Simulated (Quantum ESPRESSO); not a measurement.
**BAs: equation of state with AM05+D4**

**What was measured.**

“Basic Physical Properties of Cubic Boron Arsenide”, 2019, arxiv:1911.11281 quotes, for a bulk crystal of BAs: bulk modulus 148 GPa.

BAs:

```
CELL_PARAMETERS angstrom
0.00000 2.38850 2.38850
2.38850 0.00000 2.38850
2.38850 2.38850 0.00000
ATOMIC_POSITIONS crystal
As 0.75000 0.75000 0.75000
B 0.00000 0.00000 0.00000
```

- Program: Quantum ESPRESSO 7.5
- Task: equation of state
- Functional: AM05
- Dispersion: D4
- Potentials or basis: PseudoDojo 0.4.1 SR PBE standard
- Cutoff: 1143 eV
- Density cutoff: 4572 eV
- k mesh: 10 × 10 × 10
- Occupations: fermi-dirac, width 0.05 eV
- Spin: no spin polarisation
- Dispersion computed by: dftd4 4.3.1 through ASE
- Mixing beta: 0.5
- Most SCF iterations: 120
- SCF threshold: 4e-10 Ry

```json
{
 "Equilibrium volume": "13.28 Å³/atom",
 "Bulk modulus": "144 GPa",
 "Pressure derivative of the bulk modulus": "4.2"
}
```

Energy against volume, from the lowest point:
| volume (Å³/atom) | energy (meV/atom) |
| --- | --- |
| 12.809 | 7.98 |
| 13.081 | 1.27 |
| 13.354 | 0.00 |
| 13.626 | 3.63 |
| 13.899 | 11.68 |
| 14.171 | 23.68 |
| 14.444 | 39.25 |

It took 3.4 min on 1 thread of Arm Neoverse V1, on a shared host, peak memory 0.09 GiB.

Measured bulk modulus of BAs: 148 GPa (quoted in “Basic Physical Properties of Cubic Boron Arsenide”, 2019, arxiv:1911.11281). This calculation gives 144 GPa (-2.6 %). The fit is for a static lattice scaled at fixed shape and fixed fractional positions.

Caveat: the potentials were made for another functional, which shifts forces and pressure.
